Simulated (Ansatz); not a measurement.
## Ca under changes of volume

One of the cells (43.632 Å³/atom); the others are scaled copies at fixed shape and fractional positions:

```
Ca
1.0
     0.00000    2.79420    2.79420
     2.79420    0.00000    2.79420
     2.79420    2.79420    0.00000
Ca
1
Cartesian
  0.0000 0.0000 0.0000
```

```yaml
Program: Ansatz 0.2.0
Functional: PBEsol
Potentials_or_basis: JTH PAW
Cutoff: "870 eV (not typed: the program's choice for these potentials)"
k_mesh: 8 × 8 × 8
Occupations: fermi-dirac, width 0.05 eV
Spin: no spin polarisation
```

```tsv
volume (Å³/atom)	energy over the lowest point (meV/atom)	pressure (GPa)
41.014	0.00	-0.2
41.886	2.19	-0.6
42.759	6.20	-0.9
43.632	?	?
44.504	19.07	-1.4
45.377	27.64	-1.7
46.250	37.47	-1.9
```

Task: What does the run at 43.632 Å³/atom give?

Result: Energy over the lowest point 11.87 meV/atom; pressure -1.2 GPa.

Worked out: A Birch-Murnaghan fit of order 3 (a polynomial in V^(-2/3)) to the other rows has its minimum at 40.50 Å³/atom, just outside them, with B0 = V·E''(V) = 18.1 GPa and B' = 3.4. It gives 11.88 meV/atom at 43.632 Å³/atom, against the run's 11.87, and -dE/dV = -1.2 GPa, against -1.2.

Energies are extrapolated to zero smearing.
